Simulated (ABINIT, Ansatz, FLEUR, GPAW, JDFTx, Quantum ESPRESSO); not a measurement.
The band gap of InP, sorted by core time

```
In P
1.0
     0.00000    2.93050    2.93050
     2.93050    0.00000    2.93050
     2.93050    2.93050    0.00000
In P
1 1
Direct
  0.00000 0.00000 0.00000
  0.75000 0.75000 0.75000
```

```tsv
rung	level	program and potentials	cutoff (eV)	k mesh	smearing	task	spin	core time	chip	band gap (eV)	notes
LDA	LDA	ABINIT, PseudoDojo NC SR LDA v0.4 stringent	898	6 × 6 × 6	fermi-dirac 0.05	single point	off	16 s	AMD EPYC 9R45 Zen 5	0.48	13 valence electrons an atom on average
GGA	BLYP	Ansatz, all-electron LAPW, scalar-relativistic	-	8 × 8 × 8	fermi-dirac 0.05	band structure	off	17 s	Arm Neoverse V1	0.60	-
GGA	PBE	Ansatz, PseudoDojo standard (PBE files)	952	8 × 8 × 8	fermi-dirac 0.05	band structure	off	20 s	Arm Neoverse V1	0.71	9 valence electrons an atom on average
GGA	PBE	ABINIT, Ansatz NC PBE	952	6 × 6 × 6	fermi-dirac 0.05	single point	off	25 s	Arm Neoverse V2	0.70	9 valence electrons an atom on average
GGA	PBEsol	ABINIT, PseudoDojo NC SR PBEsol v0.4.1 standard	844	6 × 6 × 6	fermi-dirac 0.05	single point	off	43 s	Intel Xeon Platinum 8488C Sapphire Rapids	0.61	9 valence electrons an atom on average
GGA	BLYP	ABINIT, JTH PAW PBE v2.0	544	8 × 8 × 8	fermi-dirac 0.05	band structure	off	46 s	Intel Xeon Platinum 8375C Ice Lake	0.58	potentials made for PBE; 9 valence electrons an atom on average
GGA	PBE	GPAW, PAW data sets generated for this functional	600	6 × 6 × 6	fermi-dirac 0.05	band structure	off	49 s	Arm Neoverse V1	0.71	9 valence electrons an atom on average
GGA	PBEsol	JDFTx, PseudoDojo-SR-PBEsol-0.4.1-standard with smoothed tails	952	8 × 8 × 8	fermi-dirac 0.05	band structure	off	55 s	Arm Neoverse V1	0.61	9 valence electrons an atom on average; from the band path
GGA	PBEsol	ABINIT, JTH PAW PBE v2.0	544	8 × 8 × 8	fermi-dirac 0.05	band structure	off	62 s	Intel Xeon Platinum 8375C Ice Lake	0.60	potentials made for PBE; 9 valence electrons an atom on average
GGA	PBEsol	Ansatz, all-electron LAPW, relativistic spinors	-	6 × 6 × 6	fermi-dirac 0.05	band structure	SOC, no magnetisation	87 s	Arm Neoverse V1	0.58	-
LDA	LDA	Quantum ESPRESSO, PseudoDojo 0.4.1 SR LDA standard	952	8 × 8 × 8	fermi-dirac 0.05	band structure	off	1.7 min	Intel Xeon Platinum 8259CL Skylake/Cascade Lake	0.49	9 valence electrons an atom on average
GGA	PBE	ABINIT, SPMS NC PBE v1.0	762	8 × 8 × 8	fermi-dirac 0.05	band structure	off	1.9 min	Arm Neoverse V2	0.71	9 valence electrons an atom on average
hybrid	HSE06	Ansatz, PAW datasets made for the crystal	270	6 × 6 × 6	fermi-dirac 0.05	single point	off	2.2 min	Intel Xeon Platinum 8259CL Skylake/Cascade Lake	1.50	9 valence electrons an atom on average
GGA	AM05	FLEUR, all-electron, FLAPW	-	8 × 8 × 8	fermi-dirac 0.05	band structure	off	3.3 min	Arm Neoverse V1	0.70	-
GGA	PBEsol	Ansatz, all-electron LAPW, scalar-relativistic	-	6 × 6 × 6	fermi-dirac 0.05	elastic constants	off	3.4 min	Intel Xeon Skylake/Cascade Lake	0.61	-
```

Times are single runs on shared hosts and different chips, so they are rough; meshes, cutoffs and the tasks' sizes weigh on the time. Gaps are the least found on the k mesh or the band path, and a mesh can miss the band edges. Smearing widths are in eV. The cell comes from a database and isn't always the measured one. Meshes differ between rows, which moves values too. All levels ran on this one cell, unrelaxed unless noted. Meshes are those of the run's cell of 2 atoms unless a note names another. Misses use the values as printed. Runs on faulty files, with rough fits or with known faults for this quantity aren't shown.

Measured: 1.42 eV (arxiv:cond-mat/0006134).

**Question.** Which of the timed runs is the cheapest that comes within 0.3 eV of the measured band gap?

**Answer.** HSE06 (Ansatz, PAW datasets made for the crystal): 1.50 eV in 2.2 min. One crystal doesn't make the level reliable, since errors can cancel. LDA and GGA gaps fall short mostly because these functionals lack the derivative discontinuity; the runs are for a static lattice, while measurements hold temperature and zero-point motion.

The functional, not the code or potential, sets the gap here: scalar-relativistic PBE runs give 0.70 to 0.71 eV and PBEsol runs 0.60 to 0.61 eV, while every LDA and GGA result lies far below experiment. HSE06 opens the gap because its share of short-range exact exchange lowers the P 3p-like valence-band top relative to the antibonding, largely s-like conduction-band minimum at Γ.

Spin-orbit coupling matters much less. It splits the p-like valence-band top and pushes its upper branch upwards, in line with the drop from 0.61 to 0.58 eV between the two all-electron PBEsol runs. A similar shift would probably bring the HSE06 value somewhat closer to experiment.

The order of LDA below PBE belongs to the shared cell. The direct gap of InP widens under compression, so relaxation, which usually gives a smaller cell in LDA and a larger one in PBE, would narrow that difference and might reverse it. With a single hybrid run, the agreement between codes seen for PBE and PBEsol remains untested for HSE06.
